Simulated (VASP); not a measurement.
Input of a VASP 6.6.1 run:

Contents of POSCAR:

```
Si
1.0
    0.0000000000      2.7218511865      2.7218511865
    2.7218511865      0.0000000000      2.7218511865
    2.7218511865      2.7218511865      0.0000000000
Si
2
Direct
    0.5000000000      0.5000000000      0.5000000000
    0.7500000000      0.7500000000      0.7500000000
```

File INCAR.step1:

```
SYSTEM = Si
ALGO = Fast
EDIFF = 1E-8
EDIFFG = -0.002
ENCUT = 600
GGA = PE
IBRION = 2
ISIF = 3
ISMEAR = -1
LASPH = .TRUE.
LCHARG = .FALSE.
LREAL = .FALSE.
LWAVE = .FALSE.
NELM = 100
NSW = 40
PREC = Accurate
SIGMA = 0.05
```

Contents of INCAR.step2:

```
SYSTEM = Si
ALGO = Fast
EDIFF = 1E-8
ENCUT = 600
GGA = PE
IBRION = 8
ISIF = 2
ISMEAR = -1
LASPH = .TRUE.
LCHARG = .FALSE.
LREAL = .FALSE.
LWAVE = .FALSE.
NELM = 100
NSW = 1
PREC = Accurate
SIGMA = 0.05
```

Contents of KPOINTS:

```
k-points
0
G
  6 6 6
  0 0 0
```

Potentials or basis: VASP PAW PBE potentials, release 64 (Si).

The run is started by

```console
$ cat potpaw_PBE.64/Si/POTCAR > POTCAR
$ cp INCAR.step1 INCAR
$ mpirun -np 1 vasp_std > vasp.out
$ cp CONTCAR POSCAR
$ cp INCAR.step2 INCAR
$ mpirun -np 1 vasp_std > vasp.out
```

Problem. What does it give for the highest phonon frequency at Γ?

Solution. 504 cm⁻¹.

Problem. What does it give for the relaxed volume?

Solution. 20.46 Å³/atom.

Problem. Estimate the relaxed cell.

Solution. a = 3.868 Å, b = 3.868 Å, c = 3.868 Å, α = 60.00°, β = 60.00°, γ = 60.00°.

Problem. Predict the space group after relaxing (to 0.05 Å).

Solution. Fd-3m (No. 227).

Phonon frequencies in cm⁻¹ (negative: imaginary):
```
              q point        frequencies
(0.000, 0.000, 0.000)  0 0 0 504 504 504
```
